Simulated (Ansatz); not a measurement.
Bi2Te3 (Tellurobismuthite) in Ansatz: the effect of functional

The system is Bi2Te3 (Tellurobismuthite).

```
CELL_PARAMETERS angstrom
2.19300 1.26613 10.16567
-2.19300 1.26613 10.16567
0.00000 -2.53226 10.16567
ATOMIC_POSITIONS crystal
Bi 0.60000 0.60000 0.60000
Bi 0.40000 0.40000 0.40000
Te 0.79050 0.79050 0.79050
Te 0.20950 0.20950 0.20950
Te 0.00000 0.00000 0.00000
```

Alike in all runs:

| Property | Result |
| --- | --- |
| Program | Ansatz 0.2.0 |
| Task | band structure |
| Potentials or basis | Ansatz PAW |
| k mesh | 7 × 7 × 7 |
| Occupations | fermi-dirac, width 0.05 eV |
| Spin | no spin polarisation |

| functional | cutoff | gap on the mesh (eV) | pressure (GPa) | largest force (eV/Å) |
| --- | --- | --- | --- | --- |
| LDA | 420 eV (not typed: the program's choice for these potentials) | 0.21 | -1.8 | 0.19 |
| PBE | 420 eV (not typed: the program's choice for these potentials) | ? | ? | ? |
| PBEsol | 420 eV (not typed: the program's choice for these potentials) | 0.24 | -0.6 | 0.11 |
| RPBE | 420 eV (not typed: the program's choice for these potentials) | 0.34 | 3.3 | 0.04 |
| revPBE | 420 eV (not typed: the program's choice for these potentials) | 0.33 | 2.9 | 0.04 |
| BLYP | 420 eV (not typed: the program's choice for these potentials) | 0.33 | 5.4 | 0.06 |
| r2SCAN | 500 eV (not typed: the program's choice for these potentials) | 0.52 | 1.3 | 0.29 |

Q: What does the run with functional PBE give?

A: gap on the mesh 0.29 eV; pressure 1.9 GPa; largest force 0.04 eV/Å.

Caveats: spin-orbit coupling is left out, which as a rule narrows the gap of such compounds by several tenths of an eV; the PAW data sets come from PBE, with cores solved anew for the run's functional, which leaves a small shift of forces and pressure (some runs).

